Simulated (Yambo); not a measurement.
Here is a Yambo 5.3.0 calculation.

Contents of bse6.in:

```
optics
bse
bss
rim_cut
em1s
RandQpts= 1000000
RandGvec= 50 RL
Chimod= "HARTREE"
% BndsRnXs
 1 | 34 |
%
NGsBlkXs= 5 Ry
% LongDrXs
 1 | 1 | 1 |
%
BSKmod= "SEX"
BSEmod= "coupling"
BSSmod= "d"
% BSEQptR
 1 | 1 |
%
% BSEBands
 3 | 6 |
%
BSENGexx= 30 Ry
BSENGBlk= 5 Ry
WehCpl
% BEnRange
 0 | 20 | eV
%
% BDmRange
 0.05 | 0.05 | eV
%
BEnSteps= 200
% BLongDir
 1 | 1 | 1 |
%
BSEprop= "abs"
WRbsWF
% KfnQP_E
 1.27 | 1.0 | 1.0 |
%
```

The input scf.in:

```
&CONTROL
  calculation = 'scf'
  prefix = 'pwscf'
  outdir = './tmp'
  pseudo_dir = './pseudo'
/
&SYSTEM
  ibrav = 0
  nat = 2
  ntyp = 2
  ecutwfc = 84
  nbnd = 9
  occupations = 'smearing'
  smearing = 'fd'
  degauss = 0.00367493
  force_symmorphic = .true.
/
&ELECTRONS
  conv_thr = 4d-10
  electron_maxstep = 120
  mixing_beta = 0.5
/
ATOMIC_SPECIES
Al    26.9815 Al.upf
N     14.0070 N.upf
CELL_PARAMETERS angstrom
   0.0000000000    2.1839935596    2.1839935596
   2.1839935596    0.0000000000    2.1839935596
   2.1839935596    2.1839935596    0.0000000000
ATOMIC_POSITIONS angstrom
Al     0.0000000000    0.0000000000    0.0000000000
N      1.0919967798    1.0919967798    1.0919967798
K_POINTS automatic
10 10 10 0 0 0
```

The input nscf.in:

```
&CONTROL
  calculation = 'nscf'
  prefix = 'pwscf'
  outdir = './tmp'
  pseudo_dir = './pseudo'
/
&SYSTEM
  ibrav = 0
  nat = 2
  ntyp = 2
  ecutwfc = 84
  nbnd = 34
  occupations = 'fixed'
  force_symmorphic = .true.
/
&ELECTRONS
  conv_thr = 1d-08
  diago_full_acc = .true.
  diago_thr_init = 1d-06
/
ATOMIC_SPECIES
Al    26.9815 Al.upf
N     14.0070 N.upf
CELL_PARAMETERS angstrom
   0.0000000000    2.1839935596    2.1839935596
   2.1839935596    0.0000000000    2.1839935596
   2.1839935596    2.1839935596    0.0000000000
ATOMIC_POSITIONS angstrom
Al     0.0000000000    0.0000000000    0.0000000000
N      1.0919967798    1.0919967798    1.0919967798
K_POINTS automatic
6 6 6 0 0 0
```

Potentials or basis: PseudoDojo 0.5 SR PBE standard.

Command:

```sh
$ OMP_NUM_THREADS=1 pw.x -in scf.in > scf.out
$ OMP_NUM_THREADS=1 pw.x -in nscf.in > nscf.out
$ cd tmp/pwscf.save; p2y; mv SAVE ../..; cd ../..
$ OMP_NUM_THREADS=1 yambo
$ mkdir -p bse6; ln -s $PWD/bse1/ndb.em1s* bse6/
$ mkdir -p bse6; ln -s $PWD/g0w00/ndb.RIM bse6/
$ OMP_NUM_THREADS=1 yambo -F bse6.in -J bse6 -C bse6_out
$ OMP_NUM_THREADS=1 ypp -J bse6 -C bse6_out -e s -b 1
```

Question: What does it give for the exciton binding energy?

Answer: 0.50 eV.

Question: Predict the lowest exciton energy.

Answer: 4.96 eV.

Question: Predict the band gap on the k mesh, mean-field level.

Answer: 3.32 eV, indirect (least direct gap 4.19 eV).

Question: Estimate the lowest bright exciton energy.

Answer: 4.96 eV.

Dielectric function (along the field direction of the input):
```tsv
energy (eV)	real part	imaginary part
0.30	3.80	0.00
0.90	3.84	0.00
1.61	3.94	0.01
2.31	4.12	0.02
3.02	4.41	0.03
3.62	4.80	0.04
4.32	5.65	0.09
5.03	4.26	2.05
5.73	13.23	2.56
6.33	21.53	19.24
7.04	-3.76	2.26
7.74	13.79	10.34
8.44	-0.77	2.93
9.05	-2.74	0.80
9.75	1.79	0.72
10.45	-0.27	1.06
11.16	1.45	7.56
11.76	-2.44	3.69
12.46	-2.92	3.02
13.17	-1.76	0.21
13.87	-0.96	0.38
14.47	-0.72	0.03
15.18	-0.38	0.02
15.88	-0.16	0.01
16.58	0.00	0.01
17.19	0.10	0.01
17.89	0.20	0.01
18.59	0.29	0.01
19.30	0.36	0.00
20.00	0.41	0.00
```

Caveat: the scissor is the correction of the direct gap in an earlier G0W0 run on the same states; exciton energies and binding change strongly with the k mesh and aren't converged on this one; spectra need much finer meshes, so this one isn't converged. A k mesh can miss the band edges.
